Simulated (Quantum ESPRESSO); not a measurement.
A calculation with Quantum ESPRESSO 7.5 of Al (ASE script, Cartesian positions):

File run.py:

```python
import numpy as np
from ase.calculators.espresso import Espresso, EspressoProfile
from ase.io import read

atoms = read('Al.xyz')

input_data = {
    'control': {'calculation': 'scf', 'prefix': 'pwscf', 'outdir': './tmp', 'tprnfor': True, 'tstress': True, 'disk_io': 'nowf'},
    'system': {'ecutwfc': 45.0, 'ecutrho': 360.0, 'nbnd': 6, 'occupations': 'smearing', 'smearing': 'fd', 'degauss': 0.00367493},
    'electrons': {'conv_thr': 2e-10, 'electron_maxstep': 120, 'mixing_beta': 0.5},
}
pseudopotentials = {'Al': 'al_pbesol_v1.uspp.F.UPF'}
profile = EspressoProfile(command='mpirun -n 2 pw.x -nk 2', pseudo_dir='pseudo')
dft = Espresso(profile=profile, input_data=input_data, pseudopotentials=pseudopotentials, kpts=(11, 11, 11), koffset=(0, 0, 0))
atoms.calc = dft

print(f'energy {atoms.get_potential_energy():.8f} eV')
print('forces (eV/A)')
print(np.round(atoms.get_forces(), 6))
print('stress (eV/A^3, Voigt)')
print(np.round(atoms.get_stress(), 8))
print(f'Fermi level {dft.get_fermi_level():.4f} eV')
```

The input Al.xyz:

```xyz
1
Lattice="0.0000000000 2.0248050000 2.0248050000 2.0248050000 0.0000000000 2.0248050000 2.0248050000 2.0248050000 0.0000000000" Properties=species:S:1:pos:R:3 pbc="T T T"
Al     0.0000000000      0.0000000000      0.0000000000
```

Potentials or basis: GBRV 1.5 PBEsol.

Run with:

```console
$ OMP_NUM_THREADS=1 python run.py
```

Q: Write the same calculation in another form: native input, structure typed inline.

A: As run:

Contents of pw.in:

```
&CONTROL
  calculation = 'scf'
  prefix = 'pwscf'
  outdir = './tmp'
  pseudo_dir = './pseudo'
  tprnfor = .true.
  tstress = .true.
  disk_io = 'low'
/
&SYSTEM
  ibrav = 0
  nat = 1
  ntyp = 1
  ecutwfc = 45
  ecutrho = 360
  nbnd = 6
  occupations = 'smearing'
  smearing = 'fd'
  degauss = 0.00367493
/
&ELECTRONS
  conv_thr = 2d-10
  electron_maxstep = 120
  mixing_beta = 0.5
/
ATOMIC_SPECIES
Al    26.9815 al_pbesol_v1.uspp.F.UPF
CELL_PARAMETERS angstrom
   0.0000000000    2.0248050000    2.0248050000
   2.0248050000    0.0000000000    2.0248050000
   2.0248050000    2.0248050000    0.0000000000
ATOMIC_POSITIONS crystal
Al     0.0000000000    0.0000000000    0.0000000000
K_POINTS automatic
11 11 11 0 0 0
```

The input pp_density.in:

```
&INPUTPP
  prefix = 'pwscf'
  outdir = './tmp'
  filplot = 'density.dat'
  plot_num = 0
/
&PLOT
  nfile = 1
  filepp(1) = 'density.dat'
  iflag = 3
  output_format = 6
  fileout = 'density.cube'
/
```

File pp_potential.in:

```
&INPUTPP
  prefix = 'pwscf'
  outdir = './tmp'
  filplot = 'potential.dat'
  plot_num = 11
/
&PLOT
  nfile = 1
  filepp(1) = 'potential.dat'
  iflag = 3
  output_format = 6
  fileout = 'potential.cube'
/
```

Potentials or basis: GBRV 1.5 PBEsol.

Run with:

```console
$ OMP_NUM_THREADS=1 mpirun -n 2 pw.x -nk 2 -in pw.in > pw.out
$ OMP_NUM_THREADS=1 mpirun -n 1 pp.x -in pp_density.in > pp_density.out
$ OMP_NUM_THREADS=1 mpirun -n 1 pp.x -in pp_potential.in > pp_potential.out
```

Both were run:

|  | ASE script, Cartesian positions | native input, structure typed inline |
| --- | --- | --- |
| Pressure | -2.0 GPa | -2.0 GPa |
| Band gap on the k mesh | none (metal or under the smearing width) | none (metal or under the smearing width) |

Keys that steer only the numerical path or the files written may differ.
